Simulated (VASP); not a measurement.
# AlN: cell size and functional, part 2 of 3

Which functional gives which lattice for AlN? The starting structure is a measured crystal structure from the Crystallography Open Database. The first relaxation on each setting starts from this cell expanded by 3 % in volume.

VASP 6.6.1.

Results so far: PBEsol 10.46 Å³ an atom; LDA 10.24 Å³ an atom; PBE 10.63 Å³ an atom.

## (5) Relaxation with PBEsol + D3(BJ)

Level of this step: PBEsol with D3(BJ); plane waves and PAW (Al, N) (VASP).

D3 with Becke-Johnson damping keeps a finite attraction at short range. This run starts from the cell of an earlier relaxation, which isn't shown; the restart sets up the plane waves anew.

Input file INCAR:

```
SYSTEM = AlN
PREC = Accurate
ENCUT = 520
EDIFF = 1E-06
NELM = 100
ISMEAR = 0
SIGMA = 0.03
LREAL = .FALSE.
ALGO = Normal
GGA = PS
IVDW = 12
NBANDS = 14
LORBIT = 11
LWAVE = .FALSE.
LCHARG = .FALSE.
KPAR = 8
IBRION = 2
NSW = 50
ISIF = 3
EDIFFG = -0.006
```

Input file POSCAR:

```
AlN
1.0
    3.0972709477      0.0000000000      0.0000000000
   -1.5486354739      2.6823153232      0.0000000000
    0.0000000000      0.0000000000      4.9494972325
Al N
2 2
Direct
    0.6666666667      0.3333333333      0.5012579389
    0.3333333333      0.6666666667      0.0012579389
    0.6666666667      0.3333333333      0.8837420611
    0.3333333333      0.6666666667      0.3837420611
```

Input file KPOINTS:

```
Automatic mesh
0
Gamma
8 8 4
0 0 0
```

Potentials, in the order of the species: Al and N (PBE family, release 64).

Run with:

```bash
> mpirun -np 8 vasp_std
```

The log of the run:

```text
[banner, memory and clock lines left out]
running    8 mpi-ranks, on    1 nodes
[...]
[... a notice as in an earlier step ...]

 [... a notice as in an earlier step ...]

 LDA part: xc-table for (Slater+PW92), standard interpolation
 POSCAR, INCAR and KPOINTS ok, starting setup
[...]
entering main loop
       N       E                     dE             d eps       ncg     rms          rms(c)
DAV:   1     0.414520937677E+02    0.41452E+02   -0.74020E+03   840   0.102E+03
DAV:   2    -0.322877188048E+02   -0.73740E+02   -0.68227E+02  1136   0.204E+02
DAV:   3    -0.357941068422E+02   -0.35064E+01   -0.34931E+01  1128   0.466E+01
DAV:   4    -0.358186880046E+02   -0.24581E-01   -0.24578E-01   954   0.438E+00
[...]
DAV:  11    -0.313039099678E+02    0.91811E-04   -0.19564E-04  1080   0.106E-01    0.340E-02
DAV:  12    -0.313039086077E+02    0.13601E-05   -0.74211E-06  1092   0.247E-02    0.541E-03
DAV:  13    -0.313039080924E+02    0.51532E-06   -0.36585E-06  1056   0.143E-02
   1 F= -.32221586E+02 E0= -.32221586E+02  d E =-.322216E+02
[...]
reached required accuracy - stopping structural energy minimisation
```

It took 3.8 s on 8 MPI ranks of Intel Xeon 6975P-C (Granite Rapids), shared host; peak memory 1.4 GiB.

Parts of OUTCAR (step 5):

```text
 Edisp (eV)   -0.91768

  Total       0.00245     0.00245     0.00007    -0.00000     0.00000    -0.00000
  in kB       0.09534     0.09534     0.00283    -0.00000     0.00000    -0.00000
  external pressure =        0.06 kB  Pullay stress =        0.00 kB

 POSITION                                       TOTAL-FORCE (eV/Angst)
 -----------------------------------------------------------------------------------
      1.54864      0.89411      2.48097        -0.000000     -0.000000      0.004149
     -0.00000      1.78821      0.00623         0.000000      0.000000      0.004149
      1.54864      0.89411      4.37408        -0.000000      0.000000     -0.004149
     -0.00000      1.78821      1.89933         0.000000     -0.000000     -0.004149
 -----------------------------------------------------------------------------------
    total drift:                               -0.000000      0.000000     -0.000449

  FREE ENERGIE OF THE ION-ELECTRON SYSTEM (eV)
  ---------------------------------------------------
  free  energy   TOTEN  =       -32.2215859340 eV

  energy  without entropy=      -32.2215859340  energy(sigma->0) =      -32.22158593

[... 2 parts as in an earlier step ...]

[... 2 further parts left out ...]
[key lines of the parts left out:]
E-fermi :   6.4347
```

With PBEsol + D3(BJ) the relaxed cell holds 10.280 Å³ an atom, -1.45 % against the measured cell, with a = 3.097 Å and c = 4.949 Å. That is -1.70 % from PBEsol. Pressures at 0.985 and 1.015 times this volume, from two more relaxations that aren't shown, give a bulk modulus of 209.1 GPa.

## (6) Relaxation with r2SCAN

r2SCAN adds the kinetic-energy density, costs more than a GGA and is run with LASPH. This run starts from the cell of an earlier relaxation, which isn't shown; the restart sets up the plane waves anew.

INCAR, as its differences from that of step 5:

```diff
@@ -9,4 +9,4 @@
 ALGO = Normal
-GGA = PS
-IVDW = 12
+METAGGA = R2SCAN
+LASPH = .TRUE.
 NBANDS = 14
```

Input file POSCAR:

```
AlN
1.0
    3.1054819656      0.0000000000      0.0000000000
   -1.5527409828      2.6894262733      0.0000000000
    0.0000000000      0.0000000000      4.9758523571
Al N
2 2
Direct
    0.6666666667      0.3333333333      0.5016745879
    0.3333333333      0.6666666667      0.0016745879
    0.6666666667      0.3333333333      0.8833254121
    0.3333333333      0.6666666667      0.3833254121
```

KPOINTS is that of step 5.

Run with:

```bash
> mpirun -np 8 vasp_std
```

The log of the run:

```text
[banner, memory and clock lines left out]
running    8 mpi-ranks, on    1 nodes
[...]
[... a notice as in an earlier step ...]

 [... a notice as in an earlier step ...]

 LDA part: xc-table for (None), standard interpolation
 POSCAR, INCAR and KPOINTS ok, starting setup
[...]
entering main loop
       N       E                     dE             d eps       ncg     rms          rms(c)
DAV:   1     0.356468005930E+02    0.35647E+02   -0.76330E+03   840   0.105E+03
DAV:   2    -0.430961613460E+02   -0.78743E+02   -0.71958E+02  1130   0.212E+02
DAV:   3    -0.470900468369E+02   -0.39939E+01   -0.39719E+01  1134   0.500E+01
DAV:   4    -0.471197491848E+02   -0.29702E-01   -0.29700E-01   960   0.491E+00
[...]
DAV:  10    -0.384563233542E+02   -0.50224E-03   -0.28446E-03  1014   0.388E-01    0.109E-01
DAV:  11    -0.384562389266E+02    0.84428E-04   -0.17276E-04  1092   0.112E-01    0.263E-02
DAV:  12    -0.384562396862E+02   -0.75963E-06   -0.84668E-06  1050   0.236E-02
[...]
DAV:   4    -0.384561815173E+02    0.52859E-05   -0.75488E-07   720   0.838E-03    0.326E-03
DAV:   5    -0.384561791792E+02    0.23380E-05   -0.83709E-08   540   0.357E-03    0.679E-04
DAV:   6    -0.384561790247E+02    0.15450E-06   -0.23044E-08   546   0.129E-03
   2 F= -.38456179E+02 E0= -.38456179E+02  d E =0.606615E-04
 trial-energy change:    0.000061  1 .order    0.000019   -0.000090    0.000128
 step:   0.2175(harm=  0.4120)  dis= 0.00001  next Energy=   -38.456249 (dE=-0.933E-05)
[...]
N       E                     dE             d eps       ncg     rms          rms(c)
DAV:   1    -0.384563040600E+02   -0.12488E-03   -0.16840E-03  1002   0.359E-01    0.612E-02
DAV:   2    -0.384562242192E+02    0.79841E-04   -0.21306E-04  1044   0.116E-01    0.181E-02
DAV:   3    -0.384562315044E+02   -0.72852E-05   -0.17524E-05   960   0.327E-02    0.698E-03
DAV:   4    -0.384562349720E+02   -0.34676E-05   -0.48939E-07   582   0.669E-03    0.264E-03
DAV:   5    -0.384562366100E+02   -0.16380E-05   -0.52283E-08   498   0.286E-03    0.540E-04
DAV:   6    -0.384562367331E+02   -0.12308E-06   -0.14832E-08   480   0.103E-03
   3 F= -.38456237E+02 E0= -.38456237E+02  d E =0.295311E-05
[...]
reached required accuracy - stopping structural energy minimisation
```

Elapsed: 21 s, on 8 MPI ranks; peak memory 1.4 GiB.

From OUTCAR (step 6):

```text
  Total       -0.0089663     -0.0089663     -0.0079909      0.0000000      0.0000000      0.0000000
  in kB       -0.3458104     -0.3458104     -0.3081914      0.0000000      0.0000000      0.0000000
  external PRESSURE =      -0.3332707 kB  Pullay stress =       0.0000000 kB

 POSITION                                       TOTAL-FORCE (eV/Angst)
 -----------------------------------------------------------------------------------
      1.55253      0.89636      2.49596        -0.000000      0.000000      0.000543
     -0.00000      1.79271      0.00834         0.000000     -0.000000      0.000543
      1.55253      0.89636      4.39474        -0.000000     -0.000000     -0.000543
     -0.00000      1.79271      1.90713        -0.000000      0.000000     -0.000543
 -----------------------------------------------------------------------------------
    total drift:                               -0.000000      0.000000      0.000251

  FREE ENERGIE OF THE ION-ELECTRON SYSTEM (eV)
  ---------------------------------------------------
  free  energy   TOTEN  =       -38.4562367331 eV

  energy  without entropy=      -38.4562367331  energy(sigma->0) =      -38.45623673

[... 2 parts as in an earlier step ...]

[... 2 further parts left out ...]
[key lines of the parts left out:]
E-fermi :   6.1123
```

With r2SCAN the relaxed cell holds 10.385 Å³ an atom, -0.44 % against the measured cell, with a = 3.105 Å and c = 4.975 Å. That is -0.69 % from PBEsol. Pressures at 0.985 and 1.015 times this volume, from two more relaxations that aren't shown, give a bulk modulus of 212.6 GPa.

## (7) Relaxation with r2SCAN + rVV10

rVV10 adds a nonlocal correlation energy for dispersion. This run starts from the cell of an earlier relaxation, which isn't shown; the restart sets up the plane waves anew.

INCAR, as its differences from that of step 6:

```diff
@@ -10,2 +10,6 @@
 METAGGA = R2SCAN
+LUSE_VDW = .TRUE.
+IVDW_NL = 2
+BPARAM = 11.95
+CPARAM = 0.0093
 LASPH = .TRUE.
```

Input file POSCAR:

```
AlN
1.0
    3.1024512100      0.0000000000      0.0000000000
   -1.5512256050      2.6868015619      0.0000000000
    0.0000000000      0.0000000000      4.9694120555
Al N
2 2
Direct
    0.6666666667      0.3333333333      0.5016394999
    0.3333333333      0.6666666667      0.0016394999
    0.6666666667      0.3333333333      0.8833605001
    0.3333333333      0.6666666667      0.3833605001
```

KPOINTS is that of step 6.

Run with:

```bash
> mpirun -np 8 vasp_std
```

The log of the run:

```text
[banner, memory and clock lines left out]
running    8 mpi-ranks, on    1 nodes
[...]
[... a notice as in an earlier step ...]

|                                                                             |
|               ----> ADVICE to this user running VASP <----                  |
|                                                                             |
|     You have switched on vdW-DFT.                                           |
|     This routine was written and supplied by Jiri Klimes. We recommend      |
|     that you carefully read and cite the following publications:            |
|       J. Klimes, D.R. Bowler, A. Michelides                                 |
|          J. Phys.: Cond Matt. 22 022201 (2010)                              |
|       J. Klimes, D.R. Bowler, A. Michelides                                 |
|          Phys. Rev. B. 83, 195131 (2011)                                    |
|     and references therein.                                                 |
[...]
Total rVV10 correction in eV:      0.3720713    20.3831983
Total rVV10 correction in eV:      0.3720713    20.3831983
Total rVV10 correction in eV:      0.3720713    20.3831983
DAV:   5    -0.380831742351E+02   -0.87288E-06   -0.24667E-08   438   0.186E-03
Total rVV10 correction in eV:      0.3720725    20.3831983
Total rVV10 correction in eV:      0.3720725    20.3831983
Total rVV10 correction in eV:      0.3720725    20.3831983
Total rVV10 correction in eV:      0.3720725    20.3831983
Total rVV10 correction in eV:      0.3720725    20.3831983
Total rVV10 correction in eV:      0.3720725    20.3831983
Total rVV10 correction in eV:      0.3720725    20.3831983
Total rVV10 correction in eV:      0.3720725    20.3831983
Total rVV10 correction in eV:      0.3720723    20.3831983
Total rVV10 correction in eV:      0.3720723    20.3831983
Total rVV10 correction in eV:      0.3720723    20.3831983
Total rVV10 correction in eV:      0.3720723    20.3831983
Total rVV10 correction in eV:      0.3720723    20.3831983
Total rVV10 correction in eV:      0.3720723    20.3831983
Total rVV10 correction in eV:      0.3720723    20.3831983
Total rVV10 correction in eV:      0.3720723    20.3831983
   3 F= -.38083174E+02 E0= -.38083174E+02  d E =-.314464E-05
[...]
reached required accuracy - stopping structural energy minimisation
```

Run time: 84 s. Hardware: 8 MPI ranks; peak memory 2.2 GiB; 11 min of CPU time.

Parts of OUTCAR (step 7):

```text
  Total       -0.0148145     -0.0148145     -0.0059987      0.0000000      0.0000000      0.0000000
  in kB       -0.5731644     -0.5731644     -0.2320864      0.0000000      0.0000000      0.0000000
  external PRESSURE =      -0.4594717 kB  Pullay stress =       0.0000000 kB

 POSITION                                       TOTAL-FORCE (eV/Angst)
 -----------------------------------------------------------------------------------
      1.55105      0.89550      2.49270         0.000000      0.000000      0.000607
     -0.00000      1.79099      0.00815        -0.000000     -0.000000      0.000607
      1.55105      0.89550      4.38952        -0.000000      0.000000     -0.000607
     -0.00000      1.79099      1.90496         0.000000      0.000000     -0.000607
 -----------------------------------------------------------------------------------
    total drift:                               -0.000000      0.000000      0.000867

  FREE ENERGIE OF THE ION-ELECTRON SYSTEM (eV)
  ---------------------------------------------------
  free  energy   TOTEN  =       -38.0831742351 eV

  energy  without entropy=      -38.0831742351  energy(sigma->0) =      -38.08317424

[... 2 parts as in an earlier step ...]

[... 2 further parts left out ...]
[key lines of the parts left out:]
E-fermi :   6.1315
```

With r2SCAN + rVV10 the relaxed cell holds 10.353 Å³ an atom, -0.75 % against the measured cell, with a = 3.102 Å and c = 4.969 Å. That is -1.01 % from PBEsol. Pressures at 0.985 and 1.015 times this volume, from two more relaxations that aren't shown, give a bulk modulus of 214.8 GPa.

## (8) Relaxation with vdW-DF-cx

vdW-DF-cx takes its exchange from the same plasmon model as its correlation. This run starts from the cell of an earlier relaxation, which isn't shown; the restart sets up the plane waves anew.

INCAR, as its differences from that of step 7:

```diff
@@ -9,7 +9,5 @@
 ALGO = Normal
-METAGGA = R2SCAN
+GGA = CX
+AGGAC = 0
 LUSE_VDW = .TRUE.
-IVDW_NL = 2
-BPARAM = 11.95
-CPARAM = 0.0093
 LASPH = .TRUE.
```

Input file POSCAR:

```
AlN
1.0
    3.1197889534      0.0000000000      0.0000000000
   -1.5598944767      2.7018164882      0.0000000000
    0.0000000000      0.0000000000      4.9968558216
Al N
2 2
Direct
    0.6666666667      0.3333333333      0.5016226049
    0.3333333333      0.6666666667      0.0016226049
    0.6666666667      0.3333333333      0.8833773951
    0.3333333333      0.6666666667      0.3833773951
```

KPOINTS is that of step 7.

Run with:

```bash
> mpirun -np 8 vasp_std
```

The log of the run:

```text
[banner, memory and clock lines left out]
running    8 mpi-ranks, on    1 nodes
[...]
[... a notice as in an earlier step ...]

 [... a notice as in an earlier step ...]

 [... a notice as in an earlier step ...]

 LDA part: xc-table for (Slater+PW92), standard interpolation
 POSCAR, INCAR and KPOINTS ok, starting setup
[...]
entering main loop
       N       E                     dE             d eps       ncg     rms          rms(c)
DAV:   1     0.497102648446E+02    0.49710E+02   -0.74892E+03   840   0.102E+03
DAV:   2    -0.259833391612E+02   -0.75694E+02   -0.68481E+02  1198   0.198E+02
DAV:   3    -0.298192334309E+02   -0.38359E+01   -0.38188E+01  1086   0.475E+01
DAV:   4    -0.298467763590E+02   -0.27543E-01   -0.27537E-01   978   0.460E+00
[...]
DAV:  11    -0.252641038296E+02    0.10904E-03   -0.25955E-04  1044   0.124E-01    0.355E-02
DAV:  12    -0.252641053057E+02   -0.14761E-05   -0.10980E-05  1074   0.292E-02    0.730E-03
DAV:  13    -0.252641052416E+02    0.64110E-07   -0.56758E-06  1044   0.182E-02
   1 F= -.25264105E+02 E0= -.25264105E+02  d E =-.252641E+02
[...]
reached required accuracy - stopping structural energy minimisation
```

The job ended after 33 s (8 MPI ranks; peak memory 2.6 GiB).

From OUTCAR (step 8):

```text
  Total       -0.0095443     -0.0095443     -0.0035593      0.0000000     -0.0000000      0.0000000
  in kB       -0.3630578     -0.3630578     -0.1353940      0.0000000     -0.0000000      0.0000000
  external PRESSURE =      -0.2871699 kB  Pullay stress =       0.0000000 kB

 POSITION                                       TOTAL-FORCE (eV/Angst)
 -----------------------------------------------------------------------------------
      1.55989      0.90061      2.50654        -0.000000      0.000000     -0.003167
     -0.00000      1.80121      0.00811         0.000000      0.000000     -0.003167
      1.55989      0.90061      4.41411         0.000000     -0.000000      0.003167
     -0.00000      1.80121      1.91568         0.000000      0.000000      0.003167
 -----------------------------------------------------------------------------------
    total drift:                               -0.000000      0.000000      0.000624

  FREE ENERGIE OF THE ION-ELECTRON SYSTEM (eV)
  ---------------------------------------------------
  free  energy   TOTEN  =       -25.2641052416 eV

  energy  without entropy=      -25.2641052416  energy(sigma->0) =      -25.26410524

[... 2 parts as in an earlier step ...]

[... 2 further parts left out ...]
[key lines of the parts left out:]
E-fermi :   6.1524
```

With vdW-DF-cx the relaxed cell holds 10.530 Å³ an atom, +0.95 % against the measured cell, with a = 3.120 Å and c = 4.997 Å. That is +0.69 % from PBEsol. Pressures at 0.985 and 1.015 times this volume, from two more relaxations that aren't shown, give a bulk modulus of 200.3 GPa.

(Part 2 of 3 ends here.)

[Lines on the potential files, build, host, timing and source positions are cut from VASP's logs without a mark.]

[Logs are printed without paths, hosts, clocks, repeated set-up lines and the standing remarks that a program may print on its own settings, such as how far it seeks lower states.]

[Hosts, paths, dates, database ids (printed as entryN), source tags and the programs' standing remarks are cut or masked in the printed files.]
